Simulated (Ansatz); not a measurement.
# Equation of state of Cu₃N from a dense series

```xyz
4
Lattice="3.8140 0.0000 0.0000 0.0000 3.8140 0.0000 0.0000 0.0000 3.8140" Properties=species:S:1:pos:R:3 pbc="T T T"
Cu    1.9070    0.0000    0.0000
Cu    0.0000    1.9070    0.0000
Cu    0.0000    0.0000    1.9070
N     0.0000    0.0000    0.0000
```

Atoms are numbered in the order listed.

Conventional cell: a = 3.814 Å, b = 3.814 Å, c = 3.814 Å, α = 90.00°, β = 90.00°, γ = 90.00°. Cu (atom 1) has 2 N at 1.91 Å as nearest neighbours. N (atom 4) is surrounded by 6 Cu at 1.91 Å.

The geometry is COD entry 1536894, unchecked; take it as a test cell.

All numbers below come from DFT, PBEsol, all-electron LAPW, scalar-relativistic (Ansatz 0.2.0).

The runs use a Γ-centred 10×10×10 k mesh, Fermi–Dirac smearing of 0.08 eV, basis error target 1 meV/atom, no spin polarisation.

The cell is scaled evenly. Fractional coordinates are held (clamped ions).

```csv
V (Å³/atom),P (GPa)
13.038,3.16
13.593,-2.47
13.731,-3.68
13.870,-4.83
14.009,-5.91
14.148,-6.92
14.425,-8.78
14.702,-10.43
```

Q: Fit a third-order Birch–Murnaghan curve to the pressures.

A: P = (3B0/2)(y^(7/2) − y^(5/2))[1 + (3/4)(B0′ − 4)(y − 1)] with y = (V0/V)^(2/3) fits within 0.01 GPa for V0 = 13.333 Å³/atom, B0 = 134.0 GPa and B0′ = 4.68.

Q: Predict the pressure at the withheld volume, 13.315 Å³/atom.

A: There y = 1.0009, so the fit gives 0.18 GPa; the run gave 0.18 GPa.
